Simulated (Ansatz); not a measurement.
# Vibrational response of Li₂Se at 50 GPa

Method: Ansatz 0.2.0, DFT PBE, scalar-relativistic, plane waves, PAW. Cutoff 420 eV, 10×10×10 k-points (Γ-centred), fixed occupations. No spin polarisation. Phonons by linear response, acoustic sum rule imposed.

The cell, relaxed at 50 GPa:
```yaml
crystal:
  lattice:
    - [0.00000, 2.51582, 2.51582]
    - [2.51582, 0.00000, 2.51582]
    - [2.51582, 2.51582, 0.00000]
  atoms:
    - { symbol: Li, position: [0.25000, 0.25000, 0.25000] }
    - { symbol: Li, position: [0.75000, 0.75000, 0.75000] }
    - { symbol: Se, position: [0.00000, 0.00000, 0.00000] }
```

Other phases may be more stable at this pressure.

Question: Give the high-frequency dielectric tensor ε∞.

Answer:
```
5.07 0.00 0.00
0.00 5.07 0.00
0.00 0.00 5.07
```

Question: Give the Born effective charges.

Answer:
```json
{"atom": "Li (atom 1)", "Z*xx": "0.67", "Z*yy": "0.67", "Z*zz": "0.67", "mean": "0.67"}
{"atom": "Se (atom 3)", "Z*xx": "-1.34", "Z*yy": "-1.34", "Z*zz": "-1.34", "mean": "-1.34"}
```

Question: How large is the static dielectric tensor with the ions free to move, and what share of it is ionic?

Answer:
```
5.7 0.0 0.0
0.0 5.7 0.0
0.0 0.0 5.7
```
The ions give 12 % of its trace.

Cost: 1 run of about 2.1 core-minutes, on Arm Neoverse N1 (shared hosts).